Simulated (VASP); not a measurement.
# BN (P6_3mc) in VASP: a series of runs, part 2 of 2

VASP 6.6.1. Earlier steps stand in the parts before.

### Step 3. Band structure, PBEsol

POSCAR

```
BN
1.0
    2.5539396017      0.0000000000      0.0000000000
   -1.2769698009      2.2117765748      0.0000000000
    0.0000000000      0.0000000000      4.2268550000
N B
2 2
Direct
    0.3333333333      0.6666666667      0.1252760000
    0.6666666667      0.3333333333      0.6252760000
    0.3333333333      0.6666666667      0.4997240000
    0.6666666667      0.3333333333      0.9997240000
```

INCAR.step1

```
SYSTEM = BN
PREC = Accurate
ENCUT = 520
EDIFF = 1E-6
ISMEAR = 0
SIGMA = 0.02
LREAL = .FALSE.
LASPH = .TRUE.
NELM = 100
ALGO = Fast
ISIF = 2
LWAVE = .FALSE.
LCHARG = .TRUE.
GGA = PS
```

KPOINTS.step1

```
regular mesh
0
G
  12 12 6
  0 0 0
```

INCAR.step2

```
SYSTEM = BN
PREC = Accurate
ENCUT = 520
EDIFF = 1E-6
ISMEAR = 0
SIGMA = 0.05
LREAL = .FALSE.
LASPH = .TRUE.
NELM = 100
ALGO = Fast
ISIF = 2
LWAVE = .FALSE.
LCHARG = .FALSE.
GGA = PS
ICHARG = 11
```

KPOINTS.step2

```
path GMKGALHA,LM,KH
20
line-mode
reciprocal
 0.0000000000  0.0000000000  0.0000000000  G
 0.5000000000  0.0000000000  0.0000000000  M

 0.5000000000  0.0000000000  0.0000000000  M
 0.3333333333  0.3333333333  0.0000000000  K

 0.3333333333  0.3333333333  0.0000000000  K
 0.0000000000  0.0000000000  0.0000000000  G

 0.0000000000  0.0000000000  0.0000000000  G
 0.0000000000  0.0000000000  0.5000000000  A

 0.0000000000  0.0000000000  0.5000000000  A
 0.5000000000  0.0000000000  0.5000000000  L

 0.5000000000  0.0000000000  0.5000000000  L
 0.3333333333  0.3333333333  0.5000000000  H

 0.3333333333  0.3333333333  0.5000000000  H
 0.0000000000  0.0000000000  0.5000000000  A

 0.5000000000  0.0000000000  0.5000000000  L
 0.5000000000  0.0000000000  0.0000000000  M

 0.3333333333  0.3333333333  0.0000000000  K
 0.3333333333  0.3333333333  0.5000000000  H
```

Potentials or basis: VASP PAW PBE potentials, release 64 (N, B).

On the command line:

```
> cat potpaw_PBE.64/N/POTCAR potpaw_PBE.64/B/POTCAR > POTCAR
> cp INCAR.step1 INCAR
> cp KPOINTS.step1 KPOINTS
> mpirun -np 1 vasp_std > vasp.out
> cp INCAR.step2 INCAR
> cp KPOINTS.step2 KPOINTS
> mpirun -np 1 vasp_std > vasp.out
```

Wall time 66 s (1 thread of Intel Xeon Platinum 8259CL at 2.50GHz (Skylake/Cascade Lake), shared host); peak memory 0.16 GiB.

It converged, with:

| Property | Result |
| --- | --- |
| Band gap on the k mesh | 4.97 eV, indirect (least direct gap 8.15 eV) |
| Band gap along the path | 4.97 eV, indirect (least direct gap 8.13 eV) |

Levels at the corners of the path, in eV from the valence-band top:
| point | band 5 | band 6 | band 7 | band 8 | band 9 | band 10 | band 11 | band 12 |
| --- | --- | --- | --- | --- | --- | --- | --- | --- |
| Γ | -2.11 | -0.28 | 0.00 | 0.00 | 8.27 | 8.27 | 8.46 | 9.36 |
| M | -6.90 | -4.97 | -4.43 | -2.10 | 6.53 | 7.77 | 10.47 | 11.28 |
| M | -6.90 | -4.97 | -4.43 | -2.10 | 6.53 | 7.77 | 10.47 | 11.28 |
| K | -7.18 | -5.44 | -5.41 | -5.41 | 4.97 | 13.31 | 13.31 | 13.62 |
| K | -7.18 | -5.44 | -5.41 | -5.41 | 4.97 | 13.32 | 13.35 | 13.61 |
| Γ | -2.11 | -0.28 | 0.00 | 0.00 | 8.27 | 8.27 | 8.46 | 9.36 |
| Γ | -2.11 | -0.28 | 0.00 | 0.00 | 8.27 | 8.27 | 8.46 | 9.36 |
| A | -1.17 | -1.17 | -1.17 | -1.17 | 9.34 | 9.34 | 9.81 | 9.81 |
| A | -1.17 | -1.17 | -1.17 | -1.17 | 9.34 | 9.34 | 9.81 | 9.81 |
| L | -3.75 | -3.75 | -3.57 | -3.57 | 6.40 | 6.40 | 9.86 | 9.86 |
| L | -3.75 | -3.75 | -3.57 | -3.57 | 6.40 | 6.40 | 9.86 | 9.86 |
| H | -7.75 | -7.75 | -3.03 | -3.03 | 9.16 | 9.16 | 9.95 | 9.95 |
| H | -7.75 | -7.75 | -3.03 | -3.03 | 9.16 | 9.16 | 9.95 | 9.95 |
| A | -1.17 | -1.17 | -1.17 | -1.17 | 9.34 | 9.34 | 9.81 | 9.81 |
| L | -3.75 | -3.75 | -3.57 | -3.57 | 6.40 | 6.40 | 9.86 | 9.86 |
| M | -6.90 | -4.97 | -4.43 | -2.10 | 6.53 | 7.77 | 10.47 | 11.28 |
| K | -7.18 | -5.44 | -5.41 | -5.41 | 4.97 | 13.31 | 13.42 | 13.67 |
| H | -7.75 | -7.75 | -3.03 | -3.03 | 9.16 | 9.16 | 9.95 | 9.95 |

Caveat: the log is that of the step along the path at fixed density, whose energy, stress, charges and moments have no meaning; the PAW data sets were made with another functional, which shifts forces and pressure a little.

### Step 4. Band structure, r2SCAN

INCAR

```
SYSTEM = BN
PREC = Accurate
ENCUT = 520
EDIFF = 1E-6
ISMEAR = 0
SIGMA = 0.02
LREAL = .FALSE.
LASPH = .TRUE.
NELM = 100
ALGO = Normal
ISIF = 2
LWAVE = .FALSE.
LCHARG = .FALSE.
METAGGA = R2SCAN
LMIXTAU = .TRUE.
```

KPOINTS

```
regular mesh
0
G
  12 12 6
  0 0 0
```

POSCAR is that of step 3.

KPOINTS_OPT

```
path GMKGALHA,LM,KH
20
line-mode
reciprocal
 0.0000000000  0.0000000000  0.0000000000  G
 0.5000000000  0.0000000000  0.0000000000  M

 0.5000000000  0.0000000000  0.0000000000  M
 0.3333333333  0.3333333333  0.0000000000  K

 0.3333333333  0.3333333333  0.0000000000  K
 0.0000000000  0.0000000000  0.0000000000  G

 0.0000000000  0.0000000000  0.0000000000  G
 0.0000000000  0.0000000000  0.5000000000  A

 0.0000000000  0.0000000000  0.5000000000  A
 0.5000000000  0.0000000000  0.5000000000  L

 0.5000000000  0.0000000000  0.5000000000  L
 0.3333333333  0.3333333333  0.5000000000  H

 0.3333333333  0.3333333333  0.5000000000  H
 0.0000000000  0.0000000000  0.5000000000  A

 0.5000000000  0.0000000000  0.5000000000  L
 0.5000000000  0.0000000000  0.0000000000  M

 0.3333333333  0.3333333333  0.0000000000  K
 0.3333333333  0.3333333333  0.5000000000  H
```

On the command line:

```
> cat potpaw_PBE.64/N/POTCAR potpaw_PBE.64/B/POTCAR > POTCAR
> mpirun -np 1 vasp_std > vasp.out
```

Run time: 3.4 min. Hardware: 1 thread of Intel Xeon Platinum 8259CL at 2.50GHz (Skylake/Cascade Lake), shared host; peak memory 0.16 GiB.

The run converged. Its results:

| Property | Result |
| --- | --- |
| Free energy | -38.2645 eV |
| Pressure | -3.7 GPa |
| Largest force | 0.021 eV/Å |
| Band gap on the k mesh | 5.72 eV, indirect (least direct gap 8.92 eV) |
| Band gap along the path | 5.72 eV, indirect (least direct gap 8.90 eV) |

Forces in eV/Å, atoms in the order of the input:
```
N    0.000  0.000 -0.021
N    0.000  0.000 -0.021
B    0.000  0.000  0.021
B    0.000  0.000  0.021
```

Stress tensor (GPa, compression positive):
```
-3.45  0.00  0.00
 0.00 -3.45  0.00
 0.00  0.00 -4.12
```

Levels at the corners of the path, in eV from the valence-band top:
```tsv
point	band 6	band 7	band 8	band 9	band 10	band 11
Γ	-0.28	0.00	0.00	9.02	9.02	9.22
M	-5.13	-4.48	-2.17	7.25	8.55	11.30
M	-5.13	-4.48	-2.17	7.25	8.55	11.30
K	-5.58	-5.57	-5.57	5.72	14.28	14.28
K	-5.58	-5.57	-5.57	5.72	14.28	14.28
Γ	-0.28	0.00	0.00	9.02	9.02	9.22
Γ	-0.28	0.00	0.00	9.02	9.02	9.22
A	-1.20	-1.20	-1.20	10.13	10.13	10.62
A	-1.20	-1.20	-1.20	10.13	10.13	10.62
L	-3.87	-3.69	-3.69	7.14	7.14	10.63
L	-3.87	-3.69	-3.69	7.14	7.14	10.63
H	-7.89	-3.13	-3.13	9.93	9.93	10.88
H	-7.89	-3.13	-3.13	9.93	9.93	10.88
A	-1.20	-1.20	-1.20	10.13	10.13	10.62
L	-3.87	-3.69	-3.69	7.14	7.14	10.63
M	-5.13	-4.48	-2.17	7.25	8.55	11.30
K	-5.58	-5.57	-5.57	5.72	14.28	14.28
H	-7.89	-3.13	-3.13	9.93	9.93	10.88
```

Caveat: the PAW data sets were made with another functional, which shifts forces and pressure a little. r2SCAN opens gaps a little over a GGA but as a rule still falls short of measured ones.

### Step 5. Band structure, TB-mBJ

POSCAR is that of step 4.

INCAR.step1

```
SYSTEM = BN
PREC = Accurate
ENCUT = 520
EDIFF = 1E-5
ISMEAR = 0
SIGMA = 0.02
LREAL = .FALSE.
LASPH = .TRUE.
NELM = 100
ALGO = Normal
ISIF = 2
LWAVE = .TRUE.
LCHARG = .FALSE.
GGA = PE
```

INCAR.step2

```
SYSTEM = BN
PREC = Accurate
ENCUT = 520
EDIFF = 1E-6
ISMEAR = 0
SIGMA = 0.02
LREAL = .FALSE.
LASPH = .TRUE.
NELM = 100
ALGO = Normal
ISIF = 2
LWAVE = .FALSE.
LCHARG = .FALSE.
METAGGA = MBJ
ISTART = 1
```

KPOINTS is that of step 4.

KPOINTS_OPT is that of step 4.

On the command line:

```
> cat potpaw_PBE.64/N/POTCAR potpaw_PBE.64/B/POTCAR > POTCAR
> cp INCAR.step1 INCAR
> mpirun -np 1 vasp_std > vasp.out
> cp INCAR.step2 INCAR
> mpirun -np 1 vasp_std > vasp.out
```

It took 2.5 min on 1 thread of Intel Xeon Platinum 8259CL at 2.50GHz (Skylake/Cascade Lake), shared host; peak memory 0.16 GiB.

Results (log left out):

```
Band gap on the k mesh  : 6.70 eV, indirect (least direct gap 9.60 eV)
Band gap along the path : 6.70 eV, indirect (least direct gap 9.60 eV)
```

Levels at the corners of the path, in eV from the valence-band top:
| point | band 6 | band 7 | band 8 | band 9 | band 10 | band 11 |
| --- | --- | --- | --- | --- | --- | --- |
| Γ | -0.26 | 0.00 | 0.00 | 9.81 | 9.81 | 9.99 |
| M | -4.72 | -4.03 | -2.00 | 7.89 | 9.24 | 11.98 |
| M | -4.72 | -4.03 | -2.00 | 7.89 | 9.24 | 11.98 |
| K | -5.15 | -5.15 | -5.13 | 6.70 | 14.87 | 14.87 |
| K | -5.15 | -5.15 | -5.13 | 6.70 | 14.87 | 14.87 |
| Γ | -0.26 | 0.00 | 0.00 | 9.81 | 9.81 | 9.99 |
| Γ | -0.26 | 0.00 | 0.00 | 9.81 | 9.81 | 9.99 |
| A | -1.11 | -1.11 | -1.11 | 10.60 | 10.60 | 11.33 |
| A | -1.11 | -1.11 | -1.11 | 10.60 | 10.60 | 11.33 |
| L | -3.56 | -3.42 | -3.42 | 7.85 | 7.85 | 11.03 |
| L | -3.56 | -3.42 | -3.42 | 7.85 | 7.85 | 11.03 |
| H | -7.21 | -2.87 | -2.87 | 10.37 | 10.37 | 11.63 |
| H | -7.21 | -2.87 | -2.87 | 10.37 | 10.37 | 11.63 |
| A | -1.11 | -1.11 | -1.11 | 10.60 | 10.60 | 11.33 |
| L | -3.56 | -3.42 | -3.42 | 7.85 | 7.85 | 11.03 |
| M | -4.72 | -4.03 | -2.00 | 7.89 | 9.24 | 11.98 |
| K | -5.15 | -5.15 | -5.13 | 6.70 | 14.87 | 14.87 |
| H | -7.21 | -2.87 | -2.87 | 10.37 | 10.37 | 11.63 |

Caveat: the PAW data sets were made with another functional, which shifts forces and pressure a little.

### Step 6. The reference run

An earlier run on the cell as given: functional PBEsol; potentials or basis VASP PAW PBE potentials, release 64 (N, B); cutoff 520 eV; k mesh 12 × 12 × 6; occupations fermi-dirac, width 0.05 eV; no spin polarisation.

- Pressure: -5.4 GPa
- Largest force: 0.010 eV/Å
- Band gap on the k mesh: 4.97 eV, indirect (least direct gap 8.15 eV)

### Step 7. Overview

| task | level | potentials or basis | smearing | gap on the mesh (eV) | pressure (GPa) | largest force (eV/Å) |
| --- | --- | --- | --- | --- | --- | --- |
| band structure | LDA | VASP PAW LDA potentials, release 64 (N, B) | gaussian 0.02 eV | 4.96 | - | - |
| band structure | PBEsol | VASP PAW PBE potentials, release 64 (N, B) | gaussian 0.02 eV | 4.97 | - | - |
| band structure | r2SCAN | VASP PAW PBE potentials, release 64 (N, B) | gaussian 0.02 eV | 5.72 | -3.7 | 0.02 |
| band structure | TB-mBJ | VASP PAW PBE potentials, release 64 (N, B) | gaussian 0.02 eV | 6.70 | - | - |
| single point | PBEsol | VASP PAW PBE potentials, release 64 (N, B) | fermi-dirac 0.05 eV | 4.97 | -5.4 | 0.01 |

Alike in all rows: no spin polarisation; cell as given; k mesh 12 × 12 × 6; cutoff (eV) 520.

Caveats: the PAW data sets were made with another functional, which shifts forces and pressure a little (some runs).

Absolute energies hang on the potentials; compare differences alone.
